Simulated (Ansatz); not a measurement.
# SrCl2, relaxed from a CdCl2-type start to space group Fm-3m (read at 0.02 Å)

Level of theory: DFT, PBEsol, scalar-relativistic, no spin polarisation; plane waves to 420 eV with PAW datasets (Ansatz 0.2.0), 8×8×8 k-mesh, Gaussian smearing of 0.05 eV. The datasets are Ansatz's generated set soft_2.

```xyz
3
Lattice="2.4417 1.4097 3.9901 -2.4417 1.4097 3.9901 0.0000 -2.8194 3.9901" Properties=species:S:1:pos:R:3 pbc="T T T"
Sr    0.0000    0.0000    0.0000
Cl    0.0000    0.0000    2.9921
Cl    0.0000    0.0000    8.9783
```

The start was a prototype's sites filled with these elements; the Crystallography Open Database holds the compound in this structure.

The cell is relaxed to zero pressure at this level.

Elastic constants come from the stress of slightly strained cells with relaxed atoms, in GPa, Voigt order xx, yy, zz, yz, xz, xy in the Cartesian frame of the vectors above. The crystal is cubic, but these axes aren't its cube axes, so the tensor shows more than three constants.

```
57.0 26.0 31.3 -7.6  0.0  0.0
26.0 57.0 31.3  7.6  0.0  0.0
31.3 31.3 51.6  0.0  0.0  0.0
-7.6  7.6  0.0 20.9  0.0  0.0
 0.0  0.0  0.0  0.0 20.9 -7.6
 0.0  0.0  0.0  0.0 -7.6 15.5
```

Task: Is the crystal mechanically stable, and what are its polycrystalline moduli?

Result: Stable against homogeneous strain: the smallest eigenvalue of the tensor is 10.2 GPa. Hill averages: K = 38 GPa, G = 15.0 GPa, E = 40 GPa, ν = 0.33.

The equation of state, an independent route, gives B0 = 38 GPa, against 38 GPa here.

It took roughly 6 core-minutes on a shared host.

